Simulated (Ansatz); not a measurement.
# WSe2: the cost of one run

Method: DFT PBE+D3(BJ), scalar-relativistic, plane waves, PAW, and further levels as typed in the inputs, in Ansatz 0.2.0.

## Step 1: Starting point

Symmetry: P-3m1, No. 164, trigonal system. Conventional cell: a = 3.282 Å, b = 3.282 Å, c = 30.000 Å, α = 90.00°, β = 90.00°, γ = 120.00°. Around W (site symmetry 3m) lie 6 Se at 2.53 Å. Se (site symmetry 3m) is surrounded by 3 W at 2.53 Å.

As a file:

```
W Se
1.0
     3.28200    0.00000    0.00000
    -1.64100    2.84230    0.00000
     0.00000    0.00000   30.00000
W Se
2 4
Direct
  0.33333 0.66667 0.60817
  0.66667 0.33333 0.39183
  0.66667 0.33333 0.66390
  0.66667 0.33333 0.55243
  0.33333 0.66667 0.44757
  0.33333 0.66667 0.33610
```

## Step 2: Relaxing the atoms: W2Se4 sheet, no spin

Input file input.yaml:

```yaml
crystal:
  lattice:
    - [3.282, 0.0, 0.0]
    - [-1.641, 2.8422953752, 0.0]
    - [0.0, 0.0, 30.0]
  atoms:
    - { symbol: W, position: [0.3333333333, 0.6666666667, 0.6081666667] }
    - { symbol: Se, position: [0.6666666667, 0.3333333333, 0.6639] }
    - { symbol: Se, position: [0.6666666667, 0.3333333333, 0.5524333333] }
    - { symbol: W, position: [0.6666666667, 0.3333333333, 0.3918333333] }
    - { symbol: Se, position: [0.3333333333, 0.6666666667, 0.4475666667] }
    - { symbol: Se, position: [0.3333333333, 0.6666666667, 0.3361] }
  periodic: [true, true, false]
scf:
  occupations: { method: fixed }
output:
  forces: true
  stress: false
  eigenvalues: true
  write_density: true
  write_potential: true
  elf: true
  volumetric_format: npy
kpoints:
  mp_grid: { grid: [12, 12, 1] }
relax:
  f_tol: 0.003
  max_steps: 60
hamiltonian:
  dispersion: d3bj
```

The run is started by

```console
ansatz run input.yaml --threads 8 --pin off --max-ram 22528MiB --backend cpu --events-out ev --progress --plain --runs-dir out
```

**Question.** How long does this run take on 8 threads of Arm Neoverse V2, shared host, and how much memory does it need?

About 30 s, with a peak of 1.4 GiB.
